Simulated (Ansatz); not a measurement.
AlN:

```
Al N
1.0
     0.00000    2.18399    2.18399
     2.18399    0.00000    2.18399
     2.18399    2.18399    0.00000
Al N
1 1
Direct
  0.00000 0.00000 0.00000
  0.25000 0.25000 0.25000
```

Measurements of this composition are mostly on another form, of space group No. 186.

```yaml
Program: Ansatz 0.2.0
Task: relaxation of cell and atoms
Functional: SVWN5
Potentials_or_basis: Ansatz PAW
Cutoff: "420 eV (not typed: the program's choice for these potentials)"
k_mesh: 10 × 10 × 10
Occupations: fermi-dirac, width 0.05 eV
Spin: no spin polarisation
```

At the start: volume 10.42 Å³/atom.

Problem. How do energy, volume and symmetry change on relaxing?

Solution. It ends after 6 steps and the volume is 10.23 Å³/atom (-1.8 %); space group F-43m (No. 216, to 0.05 Å).

The path:
```tsv
step	energy change (eV)	largest force (eV/Å)	volume (Å³)
1	0.0000	0.0000	20.83
2	-0.0041	0.0000	20.65
3	-0.0059	0.0000	20.46
4	-0.0045	0.0000	20.46
5	-0.0045	0.0000	20.46
6	-0.0045	0.0000	20.46
```

Final structure:
```yaml
crystal:
  lattice:
    - [0.00000, 2.17070, 2.17070]
    - [2.17070, 0.00000, 2.17070]
    - [2.17070, 2.17070, 0.00000]
  atoms:
    - { symbol: Al, position: [0.00000, 0.00000, 0.00000] }
    - { symbol: N, position: [0.25000, 0.25000, 0.25000] }
```

Caveat: the plane-wave basis is chosen anew once the cell has moved, so the energies of steps on either side of that aren't comparable; the pressure holds a Pulay correction of +0.7 GPa for the finite cutoff; the PAW data sets come from PBE, with cores solved anew for the run's functional, which leaves a small shift of forces and pressure.
